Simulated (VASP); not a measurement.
# Si in VASP: relaxing the cell with several functionals

Cell and atoms of diamond Si are relaxed with PBE, r2SCAN, PBEsol and LDA.

Code: VASP 6.6.1. PAW datasets, plane waves, zero pressure. No spin polarisation and no zero-point or thermal motion.

### 1 The cell

The symmetry is Fd-3m (No. 227, cubic); a = 5.127 Å in the conventional setting, 16.84 Å³ an atom. Si has 4 Si at 2.22 Å.

Coordinates:

```
CELL_PARAMETERS angstrom
0.00000 2.56344 2.56344
2.56344 0.00000 2.56344
2.56344 2.56344 0.00000
ATOMIC_POSITIONS crystal
Si 0.00000 0.00000 0.00000
Si 0.25000 0.25000 0.25000
```

### 2 PBE: cell and atoms

File INCAR:

```
ENCUT = 600.000000
SIGMA = 0.020000
EDIFF = 1.00e-07
EDIFFG = -5.00e-03
GGA = PE
PREC = Accurate
IBRION = 2
ISIF = 3
ISMEAR = -1
NBANDS = 11
NELM = 120
NSW = 40
LASPH = .TRUE.
LCHARG = .FALSE.
LWAVE = .FALSE.
LREAL = .FALSE.
```

File KPOINTS:

```
KPOINTS created by Atomic Simulation Environment
0
Gamma
8 8 8
0 0 0
```

File POSCAR:

```
Si
 1.0000000000000000
     0.0000000000000000    2.5634351951999998    2.5634351951999998
     2.5634351951999998    0.0000000000000000    2.5634351951999998
     2.5634351951999998    2.5634351951999998    0.0000000000000000
 Si
   2
Cartesian
  0.0000000000000000  0.0000000000000000  0.0000000000000000
  1.2817175975999999  1.2817175975999999  1.2817175975999999
```

The run uses the recommended PBE PAW datasets (8 valence electrons a neutral cell).

On the command line:

```sh
$ mpirun -np 1 vasp_std
```

The first run moved the cell so far that it was started again from its end, on a fresh basis. The second run's POSCAR:

```
Si
 1.0000000000000000
    -0.0000000000000000    2.7341033726760831    2.7341033726760831
     2.7341033726760831    0.0000000000000000    2.7341033726760831
     2.7341033726760831    2.7341033726760831   -0.0000000000000000
 Si
   2
Cartesian
  0.0000000000000000  0.0000000000000000  0.0000000000000000
  1.3670516863380415  1.3670516863380415  1.3670516863380415
```

The files below are the second run's.

Printed to the terminal (iteration lines stand in OSZICAR):

```text
POSCAR found type information on POSCAR Si
 POSCAR found :  1 types and       2 ions
 LDA part: xc-table for (Slater+PW92), standard interpolation
 POSCAR, INCAR and KPOINTS ok, starting setup
 FFT: planning ... GRIDC
 FFT: planning ... GRID_SOFT
 FFT: planning ... GRID
 WAVECAR not read
 WARNING: random wavefunctions but no delay for mixing, default for NELMDL
 entering main loop
 curvature:   0.00 expect dE= 0.000E+00 dE for cont linesearch  0.000E+00
 search vector abs. value=  0.457E-05
 reached required accuracy - stopping structural energy minimisation
```

OSZICAR:

```text
N       E                     dE             d eps       ncg     rms          rms(c)
DAV:   1     0.778030967603E+01    0.77803E+01   -0.35888E+03   638   0.643E+02
DAV:   2    -0.104041254239E+02   -0.18184E+02   -0.17430E+02   840   0.876E+01
DAV:   3    -0.110100990301E+02   -0.60597E+00   -0.60432E+00   800   0.133E+01
DAV:   4    -0.110151753776E+02   -0.50763E-02   -0.50755E-02   741   0.153E+00
DAV:   5    -0.110152295749E+02   -0.54197E-04   -0.54197E-04   822   0.150E-01    0.475E+00
DAV:   6    -0.108986977140E+02    0.11653E+00   -0.65407E-02   707   0.105E+00    0.289E+00
DAV:   7    -0.108446829597E+02    0.54015E-01   -0.12819E-01   719   0.159E+00    0.167E-01
DAV:   8    -0.108459719030E+02   -0.12889E-02   -0.57603E-03   734   0.408E-01    0.793E-02
DAV:   9    -0.108461864514E+02   -0.21455E-03   -0.20886E-04   791   0.879E-02    0.582E-02
DAV:  10    -0.108462105772E+02   -0.24126E-04   -0.20613E-05   748   0.264E-02    0.512E-03
DAV:  11    -0.108462112650E+02   -0.68785E-06   -0.20883E-06   779   0.749E-03    0.311E-03
DAV:  12    -0.108462114029E+02   -0.13784E-06   -0.45003E-07   716   0.421E-03    0.200E-03
DAV:  13    -0.108462114513E+02   -0.48403E-07   -0.42649E-09   448   0.455E-04
   1 F= -.10846211E+02 E0= -.10846211E+02  d E =-.108462E+02
```

From OUTCAR:

```text
k-points           NKPTS =     29   k-points in BZ     NKDIM =     29   number of bands    NBANDS=     11

   NELECT =       8.0000    total number of electrons

   dimension x,y,z NGX =    32 NGY =   32 NGZ =   32
   dimension x,y,z NGXF=    64 NGYF=   64 NGZF=   64

  energy-cutoff  :      600.00
  volume of cell :       40.88
      direct lattice vectors                 reciprocal lattice vectors
     0.000000000  2.734103373  2.734103373    -0.182875309  0.182875309  0.182875309
     2.734103373  0.000000000  2.734103373     0.182875309 -0.182875309  0.182875309
     2.734103373  2.734103373  0.000000000     0.182875309  0.182875309 -0.182875309

 k-points in reciprocal lattice and weights: KPOINTS created by Atomic Simulation Env
   0.00000000  0.00000000  0.00000000       0.002
   0.12500000  0.00000000  0.00000000       0.016
   0.25000000  0.00000000  0.00000000       0.016
   0.37500000  0.00000000  0.00000000       0.016
   0.50000000  0.00000000  0.00000000       0.008
   0.12500000  0.12500000  0.00000000       0.012
   0.25000000  0.12500000  0.00000000       0.047
   0.37500000  0.12500000  0.00000000       0.047
[... 21 more k-points ...]

 E-fermi :   5.9388

 k-point     1 :       0.0000    0.0000    0.0000
  band No.  band energies     occupation
      1      -6.1964      2.00000
      2       5.6204      2.00000
      3       5.6204      2.00000
      4       5.6204      2.00000
      5       8.1768      0.00000
      6       8.1768      0.00000
      7       8.1768      0.00000
      8       8.7577      0.00000
      9      13.3290      0.00000
     10      13.3290      0.00000
     11      13.4992      0.00000

 k-point     2 :       0.1250    0.0000    0.0000
  band No.  band energies     occupation
      1      -5.9959      2.00000
      2       4.0295      2.00000
      3       5.3378      2.00000
      4       5.3378      2.00000
      5       8.0641      0.00000
      6       8.5925      0.00000
      7       8.5925      0.00000
      8      10.1557      0.00000
      9      12.8560      0.00000
     10      12.8560      0.00000
     11      14.2750      0.00000

 k-point     3 :       0.2500    0.0000    0.0000
  band No.  band energies     occupation
      1      -5.4113      2.00000
      2       1.7335      2.00000
      3       4.8751      2.00000
      4       4.8751      2.00000
      5       7.5806      0.00000
      6       9.1103      0.00000
      7       9.1103      0.00000
      8      12.3740      0.00000
      9      12.8071      0.00000
     10      12.8071      0.00000
     11      14.5510      0.00000

 k-point     4 :       0.3750    0.0000    0.0000
  band No.  band energies     occupation
      1      -4.5365      2.00000
      2      -0.2514      2.00000
      3       4.5523      2.00000
      4       4.5523      2.00000
      5       7.2161      0.00000
      6       9.0729      0.00000
      7       9.0729      0.00000
      8      13.4585      0.00000
      9      14.1597      0.00000
     10      14.1597      0.00000
     11      15.1353      0.00000

 k-point     5 :       0.5000    0.0000    0.0000
  band No.  band energies     occupation
      1      -3.9169      2.00000
      2      -1.2498      2.00000
      3       4.4416      2.00000
      4       4.4416      2.00000
      5       7.0879      0.00000
      6       8.9692      0.00000
      7       8.9692      0.00000
      8      13.3227      0.00000
      9      16.1159      0.00000
     10      16.1159      0.00000
     11      16.8047      0.00000

 k-point     6 :       0.1250    0.1250    0.0000
  band No.  band energies     occupation
      1      -5.9283      2.00000
      2       4.2686      2.00000
      3       4.8335      2.00000
      4       4.8335      2.00000
      5       7.6355      0.00000
      6       9.2922      0.00000
      7       9.2922      0.00000
      8       9.8433      0.00000
      9      12.1044      0.00000
     10      13.6274      0.00000
     11      14.5696      0.00000

[... the tables of k-points 7 to 29 left out ...]

  Total        0.0079447      0.0079447      0.0079447     -0.0000000     -0.0000000      0.0000000
  in kB        0.3113950      0.3113950      0.3113950     -0.0000000     -0.0000000      0.0000000
  external PRESSURE =       0.3113950 kB  Pullay stress =       0.0000000 kB

 POSITION                                       TOTAL-FORCE (eV/Angst)
 -----------------------------------------------------------------------------------
      0.00000      0.00000      0.00000        -0.000000     -0.000000     -0.000000
      1.36705      1.36705      1.36705         0.000000      0.000000      0.000000
 -----------------------------------------------------------------------------------
    total drift:                               -0.000000     -0.000000      0.000000

  FREE ENERGIE OF THE ION-ELECTRON SYSTEM (eV)
  ---------------------------------------------------
  free  energy   TOTEN  =       -10.8462114513 eV

  energy  without entropy=      -10.8462114502  energy(sigma->0) =      -10.84621145
```

CONTCAR

```
Si
   1.00000000000000
     0.0000000000000000    2.7341033726760831    2.7341033726760831
     2.7341033726760831    0.0000000000000000    2.7341033726760831
     2.7341033726760831    2.7341033726760831    0.0000000000000000
  Si
     2
Direct
     0.0000000000000000    0.0000000000000000    0.0000000000000000
     0.2500000000000000    0.2500000000000000    0.2500000000000000

  0.00000000E+00  0.00000000E+00  0.00000000E+00
  0.00000000E+00  0.00000000E+00  0.00000000E+00
```

Wall time 5.2 s (1 MPI rank of Intel Xeon 6975P-C, shared host); peak memory 0.16 GiB.

```
                       before   after    change
                a (Å)   5.127   5.468   +6.66 %
     volume (Å³/atom)  16.845  20.438  +21.33 %
shortest distance (Å)   2.220   2.368   +6.66 %
          space group   Fd-3m   Fd-3m      same
```

### 3 r2SCAN: cell and atoms

This run has another start. The cell comes from an earlier relaxation with PBE in another program.

INCAR, as its differences from that of step 2:

```diff
@@ -4,3 +4,4 @@
 EDIFFG = -5.00e-03
-GGA = PE
+ALGO = Normal
+METAGGA = R2SCAN
 PREC = Accurate
```

KPOINTS is that of step 2.

File POSCAR:

```
Si
 1.0000000000000000
     0.0000000000000000    2.7351466448759321    2.7351466448759321
     2.7351466448759316    0.0000000000000000    2.7351466448759321
     2.7351466448759316    2.7351466448759321    0.0000000000000000
 Si
   2
Cartesian
 -0.0000000000000000  0.0000000000000000 -0.0000000000000000
  1.3675733224379658  1.3675733224379660  1.3675733224379660
```

On the command line:

```sh
$ mpirun -np 1 vasp_std
```

Standard output, without the iteration lines:

```text
POSCAR found type information on POSCAR Si
 POSCAR found :  1 types and       2 ions
 -----------------------------------------------------------------------------
|                                                                             |
|                                                                             |
|     You enforced a specific xc type in the INCAR file but a different       |
|     I HOPE YOU KNOW WHAT YOU ARE DOING!                                     |
|                                                                             |
 -----------------------------------------------------------------------------

 LDA part: xc-table for (None), standard interpolation
 POSCAR, INCAR and KPOINTS ok, starting setup
 FFT: planning ... GRIDC
 FFT: planning ... GRID_SOFT
 FFT: planning ... GRID
 WAVECAR not read
 entering main loop
 curvature:   0.00 expect dE= 0.000E+00 dE for cont linesearch  0.000E+00
 search vector abs. value=  0.117E-01
 bond charge predicted
 trial-energy change:   -0.001469  1 .order   -0.001320   -0.011661    0.009021
 bond charge predicted
 curvature:  -0.28 expect dE=-0.124E-07 dE for cont linesearch -0.124E-07
 search vector abs. value=  0.440E-07
 reached required accuracy - stopping structural energy minimisation
```

OSZICAR:

```text
N       E                     dE             d eps       ncg     rms          rms(c)
DAV:   1     0.131743162166E+01    0.13174E+01   -0.35876E+03   638   0.650E+02
DAV:   2    -0.180483980523E+02   -0.19366E+02   -0.18314E+02   802   0.930E+01
DAV:   3    -0.187065672769E+02   -0.65817E+00   -0.65591E+00   813   0.141E+01
DAV:   4    -0.187118208510E+02   -0.52536E-02   -0.52527E-02   748   0.158E+00
DAV:   5    -0.187118726390E+02   -0.51788E-04   -0.51787E-04   817   0.153E-01    0.589E+00
DAV:   6    -0.175449287921E+02    0.11669E+01   -0.12898E-01   712   0.213E+00    0.403E+00
DAV:   7    -0.175442193552E+02    0.70944E-03   -0.14097E-01   692   0.184E+00    0.298E-01
DAV:   8    -0.175433743731E+02    0.84498E-03   -0.56329E-03   713   0.417E-01    0.397E-01
DAV:   9    -0.175434919055E+02   -0.11753E-03   -0.33791E-04   766   0.146E-01    0.501E-02
DAV:  10    -0.175435082927E+02   -0.16387E-04   -0.80781E-06   741   0.219E-02    0.150E-02
DAV:  11    -0.175435112415E+02   -0.29488E-05   -0.14732E-06   763   0.819E-03    0.322E-03
DAV:  12    -0.175435113182E+02   -0.76662E-07   -0.74879E-08   493   0.172E-03
   1 F= -.17543511E+02 E0= -.17543511E+02  d E =-.175435E+02
       N       E                     dE             d eps       ncg     rms          rms(c)
DAV:   1    -0.175467005348E+02   -0.31893E-02   -0.16110E-01   695   0.181E+00    0.420E-01
DAV:   2    -0.175459424193E+02    0.75812E-03   -0.53432E-03   720   0.418E-01    0.293E-01
DAV:   3    -0.175449492192E+02    0.99320E-03   -0.21052E-03   674   0.214E-01    0.950E-02
DAV:   4    -0.175449643647E+02   -0.15145E-04   -0.51687E-05   755   0.497E-02    0.797E-02
DAV:   5    -0.175449801111E+02   -0.15746E-04   -0.81413E-06   677   0.186E-02    0.532E-03
DAV:   6    -0.175449801591E+02   -0.48001E-07   -0.24969E-07   753   0.353E-03
   2 F= -.17544980E+02 E0= -.17544980E+02  d E =-.146884E-02
       N       E                     dE             d eps       ncg     rms          rms(c)
DAV:   1    -0.175472181469E+02   -0.22380E-02   -0.29080E-02   686   0.763E-01    0.178E-01
DAV:   2    -0.175470853832E+02    0.13276E-03   -0.99732E-04   720   0.178E-01    0.124E-01
DAV:   3    -0.175469033658E+02    0.18202E-03   -0.37008E-04   674   0.900E-02    0.384E-02
DAV:   4    -0.175469031652E+02    0.20066E-06   -0.94077E-06   767   0.210E-02    0.330E-02
DAV:   5    -0.175468977157E+02    0.54494E-05   -0.15959E-06   671   0.811E-03    0.292E-03
DAV:   6    -0.175468978082E+02   -0.92457E-07   -0.45107E-08   396   0.160E-03
   3 F= -.17546898E+02 E0= -.17546898E+02  d E =-.338649E-02
```

Parts of OUTCAR:

```text
k-points           NKPTS =     29   k-points in BZ     NKDIM =     29   number of bands    NBANDS=     11

   NELECT =       8.0000    total number of electrons

   dimension x,y,z NGX =    32 NGY =   32 NGZ =   32
   dimension x,y,z NGXF=    64 NGYF=   64 NGZF=   64

  energy-cutoff  :      600.00
  volume of cell :       40.24
      direct lattice vectors                 reciprocal lattice vectors
    -0.000000000  2.719934611  2.719934611    -0.183827949  0.183827949  0.183827949
     2.719934611 -0.000000000  2.719934611     0.183827949 -0.183827949  0.183827949
     2.719934611  2.719934611  0.000000000     0.183827949  0.183827949 -0.183827949

 k-points in reciprocal lattice and weights: KPOINTS created by Atomic Simulation Env
   0.00000000  0.00000000  0.00000000       0.002
   0.12500000  0.00000000  0.00000000       0.016
   0.25000000  0.00000000  0.00000000       0.016
   0.37500000  0.00000000  0.00000000       0.016
   0.50000000  0.00000000  0.00000000       0.008
   0.12500000  0.12500000  0.00000000       0.012
   0.25000000  0.12500000  0.00000000       0.047
   0.37500000  0.12500000  0.00000000       0.047
[... 21 more k-points ...]

 E-fermi :   6.0953

 k-point     1 :       0.0000    0.0000    0.0000
  band No.  band energies     occupation
      1      -6.8028      2.00000
      2       5.6874      2.00000
      3       5.6874      2.00000
      4       5.6874      2.00000
      5       8.4433      0.00000
      6       8.4433      0.00000
      7       8.4433      0.00000
      8       9.6144      0.00000
      9      13.8110      0.00000
     10      13.8110      0.00000
     11      14.3667      0.00000

 k-point     2 :       0.1250    0.0000    0.0000
  band No.  band energies     occupation
      1      -6.5889      2.00000
      2       4.0534      2.00000
      3       5.3838      2.00000
      4       5.3838      2.00000
      5       8.4763      0.00000
      6       8.8908      0.00000
      7       8.8908      0.00000
      8      10.9222      0.00000
      9      13.3346      0.00000
     10      13.3346      0.00000
     11      15.1556      0.00000

 k-point     3 :       0.2500    0.0000    0.0000
  band No.  band energies     occupation
      1      -5.9648      2.00000
      2       1.6264      2.00000
      3       4.8859      2.00000
      4       4.8859      2.00000
      5       8.0391      0.00000
      6       9.4423      0.00000
      7       9.4423      0.00000
      8      13.2022      0.00000
      9      13.3128      0.00000
     10      13.3128      0.00000
     11      15.3748      0.00000

 k-point     4 :       0.3750    0.0000    0.0000
  band No.  band energies     occupation
      1      -5.0293      2.00000
      2      -0.4872      2.00000
      3       4.5383      2.00000
      4       4.5383      2.00000
      5       7.6810      0.00000
      6       9.3915      0.00000
      7       9.3915      0.00000
      8      14.1760      0.00000
      9      14.7836      0.00000
     10      14.7836      0.00000
     11      16.1159      0.00000

 k-point     5 :       0.5000    0.0000    0.0000
  band No.  band energies     occupation
      1      -4.3633      2.00000
      2      -1.5558      2.00000
      3       4.4191      2.00000
      4       4.4191      2.00000
      5       7.5533      0.00000
      6       9.2772      0.00000
      7       9.2772      0.00000
      8      14.0182      0.00000
      9      16.8365      0.00000
     10      16.8365      0.00000
     11      17.7465      0.00000

 k-point     6 :       0.1250    0.1250    0.0000
  band No.  band energies     occupation
      1      -6.5168      2.00000
      2       4.3482      2.00000
      3       4.8430      2.00000
      4       4.8430      2.00000
      5       7.9041      0.00000
      6       9.6464      0.00000
      7       9.6464      0.00000
      8      10.5930      0.00000
      9      12.6362      0.00000
     10      14.1314      0.00000
     11      15.4632      0.00000

[... the tables of k-points 7 to 29 left out ...]

  Total        0.0007791      0.0007791      0.0007791     -0.0000000      0.0000000      0.0000000
  in kB        0.0310156      0.0310156      0.0310156     -0.0000000      0.0000000      0.0000000
  external PRESSURE =       0.0310156 kB  Pullay stress =       0.0000000 kB

 POSITION                                       TOTAL-FORCE (eV/Angst)
 -----------------------------------------------------------------------------------
      0.00000     -0.00000      0.00000         0.000000     -0.000000     -0.000000
      1.35997      1.35997      1.35997        -0.000000      0.000000      0.000000
 -----------------------------------------------------------------------------------
    total drift:                               -0.000000      0.000000      0.000000

  FREE ENERGIE OF THE ION-ELECTRON SYSTEM (eV)
  ---------------------------------------------------
  free  energy   TOTEN  =       -17.5468978082 eV

  energy  without entropy=      -17.5468978082  energy(sigma->0) =      -17.54689781
```

CONTCAR

```
Si
   1.00000000000000
    -0.0000000000000000    2.7199346112985392    2.7199346112985392
     2.7199346112985388   -0.0000000000000000    2.7199346112985392
     2.7199346112985388    2.7199346112985392    0.0000000000000000
  Si
     2
Direct
     0.0000000000000000    0.0000000000000000    0.0000000000000000
     0.2500000000000000    0.2500000000000000    0.2500000000000000

  0.00000000E+00  0.00000000E+00  0.00000000E+00
  0.00000000E+00  0.00000000E+00  0.00000000E+00
```

It took 37 s on 1 MPI rank of Intel Xeon 6975P-C, shared host; peak memory 0.18 GiB.

The steps:

```tsv
step	energy change (meV/atom)	largest force (eV/Å)	pressure (GPa)	volume (Å³/atom)
1	0.0	0.0000	-1.57	20.462
2	-0.7	0.0000	1.25	19.873
3	-1.7	0.0000	0.00	20.122
```

```
                       before   after   change
                a (Å)   5.470   5.440  -0.56 %
     volume (Å³/atom)  20.462  20.122  -1.66 %
shortest distance (Å)   2.369   2.356  -0.56 %
          space group   Fd-3m   Fd-3m     same
```

[end of part 1 of 2]
